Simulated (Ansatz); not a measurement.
MgB2:

```
Mg B
1.0
     3.08500    0.00000    0.00000
    -1.54250    2.67169    0.00000
     0.00000    0.00000    3.52300
Mg B
1 2
Direct
  0.00000 0.00000 0.00000
  0.66667 0.33333 0.50000
  0.33333 0.66667 0.50000
```

Program: Ansatz 0.2.0. Alike in all runs: task band structure; potentials or basis all-electron LAPW, scalar-relativistic; no spin polarisation; cell as given; k mesh 10 × 10 × 8; smearing fermi-dirac 0.05 eV; basis error allowed 0.002 eV/atom.

Task: Order these runs on this cell by their pressure, lowest first.
A. level PBEsol; cutoff (eV) 269
B. level LDA; cutoff (eV) 272
C. level PBE; cutoff (eV) 269

Result: B (-7.5 GPa), A (-3.1 GPa), C (-0.9 GPa).

Not every run made on this cell is shown here.
